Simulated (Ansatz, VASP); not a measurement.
# One calculation of BiTe, two programs

```xyz
2
Lattice="2.4227 1.3988 3.3173 -2.4227 1.3988 3.3173 0.0000 -2.7975 3.3173" Properties=species:S:1:pos:R:3 pbc="T T T"
Bi    0.0000    0.0000    4.9759
Te    0.0000    0.0000    0.0000
```

The cell comes from a database or a generator and needn't be the stable form of this composition.

Alike in both runs: functional PBE; k mesh 7 × 7 × 7; occupations gaussian, width 0.02 eV; no spin polarisation.

|  | VASP | Ansatz |
| --- | --- | --- |
| version | VASP 6.6.1 | Ansatz 0.2.0 |
| potentials or method | VASP PAW PBE potentials, release 64 (Bi_d, Te) | Ansatz PAW |
| plane-wave cutoff (eV) | 520 | 420 |
| valence electrons in the cell | 21 | 31 |
| task | electric field gradients | single point |

|  | VASP | Ansatz | Ansatz less VASP |
| --- | --- | --- | --- |
| gap on the k mesh at the Fermi level (eV) | none | none | - |
| pressure (GPa) | 0.1 | 0.2 | +0.05 |
| largest component of the traceless stress (GPa) | 0.16 | 0.16 | 0.000 |

A gap of «none» marks a metal or a gap that the smearing closes. With one functional, cell and mesh, what is left measures potentials, basis and numerics. The two sets of potentials don't hold the same shells in valence.

Caveats: spin-orbit coupling is left out, which moves the levels of the heavy elements.
